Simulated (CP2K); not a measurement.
**Sn in CP2K: convergence with eps scf**

Input of the first run (eps scf 1.0E-3); the others differ in this setting and in those tied to it:

The input sn_converge.inp:

```
&GLOBAL
  PROJECT sn_converge
  RUN_TYPE ENERGY_FORCE
  PRINT_LEVEL LOW
&END GLOBAL
&FORCE_EVAL
  METHOD QS
  STRESS_TENSOR ANALYTICAL
  &DFT
    BASIS_SET_FILE_NAME BASIS_MOLOPT_UZH
    POTENTIAL_FILE_NAME POTENTIAL_UZH
    &MGRID
      CUTOFF 450
      REL_CUTOFF 60
      NGRIDS 5
    &END MGRID
    &QS
      METHOD GPW
      EPS_DEFAULT 1.0E-9
    &END QS
    &KPOINTS
      SCHEME MONKHORST-PACK 7 7 8
      GAMMA_CENTERED T
      SYMMETRY T
      SYMMETRY_BACKEND SPGLIB
    &END KPOINTS
    &SCF
      SCF_GUESS ATOMIC
      EPS_SCF 1.0E-3
      MAX_SCF 100
      ADDED_MOS 8
      CHOLESKY OFF
      EPS_EIGVAL 1.0E-7
      &DIAGONALIZATION ON
        ALGORITHM STANDARD
      &END DIAGONALIZATION
      &MIXING ON
        METHOD BROYDEN_MIXING
        ALPHA 0.4
        BETA 1.5
        NBUFFER 8
      &END MIXING
      &SMEAR ON
        METHOD FERMI_DIRAC
        ELECTRONIC_TEMPERATURE [K] 580.226
      &END SMEAR
    &END SCF
    &XC
      &XC_FUNCTIONAL
        &GGA_X_PBE
        &END GGA_X_PBE
        &GGA_C_PBE
        &END GGA_C_PBE
      &END XC_FUNCTIONAL
    &END XC
    &PRINT
      &KPOINTS ON
      &END KPOINTS
      &MULLIKEN ON
      &END MULLIKEN
      &MO ON
        ENERGIES T
        OCCUPATION_NUMBERS T
        &EACH
          QS_SCF 0
        &END EACH
        ADD_LAST NUMERIC
      &END MO
    &END PRINT
  &END DFT
  &SUBSYS
    &CELL
      A 3.3542245606 0.0000000000 0.0000000000
      B -0.1168862545 3.4209220773 0.0000000000
      C -1.6653227225 -1.7864568356 2.4988564095
      PERIODIC XYZ
    &END CELL
    &COORD
      SCALED
      Sn  -0.0048430000 0.0303870000 0.0022420000
    &END COORD
    &KIND Sn
      BASIS_SET TZVP-MOLOPT-PBE-GTH-q4
      POTENTIAL GTH-PBE-q4
    &END KIND
    &PRINT
      &ATOMIC_COORDINATES ON
      &END ATOMIC_COORDINATES
      &CELL ON
      &END CELL
    &END PRINT
  &END SUBSYS
  &PRINT
    &FORCES ON
    &END FORCES
    &STRESS_TENSOR ON
    &END STRESS_TENSOR
  &END PRINT
&END FORCE_EVAL
```

Potentials or basis: POTENTIAL_UZH Sn GTH-PBE-q4; TZVP-MOLOPT-PBE-GTH basis.

The run is started by

```console
$ OMP_NUM_THREADS=1 cp2k.psmp -i sn_converge.inp -o sn_converge.out
```

The cell isn't the ideal one: cell strained at random at fixed volume.

This isn't the form of Sn at room conditions, which is tetragonal (white tin).

Hardware: 1 thread of Arm Neoverse V1, on a shared host.

```tsv
eps scf	energy less the tightest run, at zero smearing (meV/atom)	SCF cycles	CPU time (s)	peak memory (GiB)
1.0E-3	0.00	5	7.2	0.19
1.0E-4	0.00	7	9.3	0.19
1.0E-5	0.00	7	9.3	0.19
1.0E-6	0.00	11	14	0.19
1.0E-7	0.00	13	16	0.19
1.0E-8	0.00	14	17	0.19
```

Against the tightest run, the energy stays within 1 meV/atom from 1.0E-3 on. The tightest run that finished is the yardstick and may itself not be fully converged.
